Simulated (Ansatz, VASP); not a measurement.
**GaP: VASP beside Ansatz**

```
Ga P
1.0
     3.18644    0.00000    0.00000
     0.00000    3.18644    0.00000
     0.00000    0.00000    3.18644
Ga P
1 1
Direct
  0.00000 0.00000 0.00000
  0.50000 0.50000 0.50000
```

Alike in both runs: task single point; functional r2SCAN; k mesh 6 × 6 × 6; occupations fermi-dirac, width 0.02 eV; no spin polarisation.

```csv
,VASP,Ansatz
version,VASP 6.6.1,Ansatz 0.2.0
potentials or method,"VASP PAW PBE potentials, release 64 (Ga_d, P)",plane waves
plane-wave cutoff (eV),520,500
valence electrons in the cell,18,18
```

|  | VASP | Ansatz | Ansatz less VASP |
| --- | --- | --- | --- |
| pressure (GPa) | 0.6 | 0.7 | +0.09 |

Caveats: the PAW data sets were made with another functional, which shifts forces and pressure a little (VASP).
